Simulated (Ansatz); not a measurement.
Crystal: InSe.

```xyz
4
Lattice="5.8264 -2.0546 0.0000 5.8264 2.0546 0.0000 -1.7232 0.0000 4.7713" Properties=species:S:1:pos:R:3 pbc="T T T"
In   10.2693    0.0000    0.2235
In   -0.3398    0.0000    4.5479
Se    6.5489    0.0000    3.1918
Se    3.3807    0.0000    1.5795
```

The cell comes from a database or a generator and needn't be the stable form of this composition.

Base run:

| Quantity | Value |
| --- | --- |
| Program | Ansatz 0.2.0 |
| Functional | PBEsol |
| Potentials or basis | Ansatz PAW |
| Cutoff | 420 eV |
| Density cutoff | 1680 eV |
| k mesh | 7 × 7 × 6 |
| Occupations | fermi-dirac, width 0.05 eV |
| Spin | no spin polarisation |

Its results: band gap on the k mesh 1.08 eV, indirect (least direct gap 1.16 eV); pressure -1.2 GPa; largest force 0.066 eV/Å.

Problem. The run is repeated on the same cell with these changes: functional from PBEsol to r2SCAN; cutoff from 420 eV to 500 eV; density cutoff from 1680 eV to 2000 eV. What comes out?

Solution. Band gap on the k mesh 1.51 eV, indirect (least direct gap 1.62 eV); pressure -0.1 GPa; largest force 0.025 eV/Å.

r2SCAN gives the wider gap, since meta-GGAs in the generalised Kohn-Sham scheme recover part of the derivative discontinuity.

Caveats: spin-orbit coupling is left out, which moves the levels of the heavy elements; the PAW data sets come from PBE, with cores solved anew for the run's functional, which leaves a small shift of forces and pressure.

Not every run made on this cell is shown here.
